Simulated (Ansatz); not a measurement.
# Stiffness of LiBr from strained cells

```yaml
crystal:
  lattice:
    - [0.00000, 2.75479, 2.75479]
    - [2.75479, 0.00000, 2.75479]
    - [2.75479, 2.75479, 0.00000]
  atoms:
    - { symbol: Li, position: [0.00000, 0.00000, 0.00000] }
    - { symbol: Br, position: [0.50000, 0.50000, 0.50000] }
```

Atoms are numbered in the order listed.

The conventional cell has a = 5.510 Å, b = 5.510 Å, c = 5.510 Å, α = 90.00°, β = 90.00°, γ = 90.00°. Around Li (atom 1) lie 6 Br at 2.75 Å. Br (atom 2) has 6 Li at 2.75 Å as nearest neighbours.

The structure comes from a relaxation in the same program, started in the rocksalt type, and has space group Fm-3m. Whether it is a known phase or the ground state wasn't checked.

Level of theory: DFT, PBE, all-electron LAPW, scalar-relativistic in Ansatz 0.2.0.

Numerical set-up: a Γ-centred 12×12×12 k mesh, Fermi–Dirac smearing of 0.08 eV, basis error target 1 meV/atom, no spin polarisation.

The unstrained cell is at 0.02 GPa. Large strains and very small stresses are left out. Each strain is applied once, with fractional coordinates held (clamped ions), and σ below is the change of stress, positive in tension. One finite strain gives stress–strain coefficients at this pressure with an error of the order of the strain times third-order constants, a few per cent for each per cent of strain.

**Question.** Estimate the stiffness probed by this change, and the stress that it gives: z strained by +1.5 % at fixed volume.

**Answer.** σzz − σxx = 0.53 GPa and εzz − εxx = 0.0224, so C11 − C12 = (σzz − σxx)/(εzz − εxx) = 24 GPa.

**Question.** Scaling the volume by 0.9800 and 1.0200 gives 0.56 GPa and -0.47 GPa. Combine this with the best C11 − C12 to estimate C11 and C12.

**Answer.** B = −ΔP/Δln V = 25.8 GPa = (C11 + 2 C12)/3; with C11 − C12 = 23.8 GPa, C11 = B + (2/3)(C11 − C12) = 42 GPa and C12 = B − (C11 − C12)/3 = 18 GPa.
